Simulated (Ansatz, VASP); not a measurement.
P in VASP and in Ansatz

File INCAR:

```
ALGO = Normal ; EDIFF = 1E-6
ENCUT = 520 ; GGA = PE
ISIF = 2 ; ISMEAR = 0
LASPH = T ; LCHARG = F
LREAL = F ; LWAVE = F
NBANDS = 14 ; NELM = 80
PREC = Accurate ; SIGMA = 0.1
```

File KPOINTS:

```
k-points
0
Gamma
  6 6 6
```

The input POSCAR:

```
P
1.0
   -2.6103942700      2.6103942700      2.3457980500
    2.6103942700     -2.6103942700      2.3457980500
    2.6103942700      2.6103942700     -2.3457980500
P
3
Direct
    0.5000000000      0.0000000000      0.5000000000
    0.0000000000      0.5000000000      0.5000000000
    0.5000000000      0.5000000000      0.0000000000
```

Input for Ansatz:

```yaml
crystal:
  lattice:
    - [-2.61039427, 2.61039427, 2.34579805]
    - [2.61039427, -2.61039427, 2.34579805]
    - [2.61039427, 2.61039427, -2.34579805]
  atoms:
    - { symbol: P, position: [0.5, 0.0, 0.5] }
    - { symbol: P, position: [0.0, 0.5, 0.5] }
    - { symbol: P, position: [0.5, 0.5, 0.0] }
basis:
  ecutwfc: 420
kpoints:
  mp_grid: { grid: [6, 6, 6] }
hamiltonian:
  xc: pbe
scf:
  occupations: { method: gaussian, width: 0.1 }
  lower_state_search: "off"
output:
  forces: true
  stress: true
  eigenvalues: true
```

Alike in both runs: task single point; functional PBE; k mesh 6 × 6 × 6; occupations gaussian, width 0.1 eV; no spin polarisation.

|  | VASP | Ansatz |
| --- | --- | --- |
| version | VASP 6.6.1 | Ansatz 0.2.0 |
| potentials or method | VASP PAW PBE potentials, release 64 (P) | scalar-relativistic, plane waves, PAW |
| plane-wave cutoff (eV) | 520 | 420 |
| valence electrons in the cell | 15 | 15 |

|  | VASP | Ansatz | Ansatz less VASP |
| --- | --- | --- | --- |
| gap on the k mesh at the Fermi level (eV) | none | none | - |
| pressure (GPa) | -10.5 | -10.4 | +0.10 |
| largest component of the traceless stress (GPa) | 3.26 | 3.30 | +0.044 |

A gap of «none» marks a metal or a gap that the smearing closes. With one functional, cell and mesh, what is left measures potentials, basis and numerics.
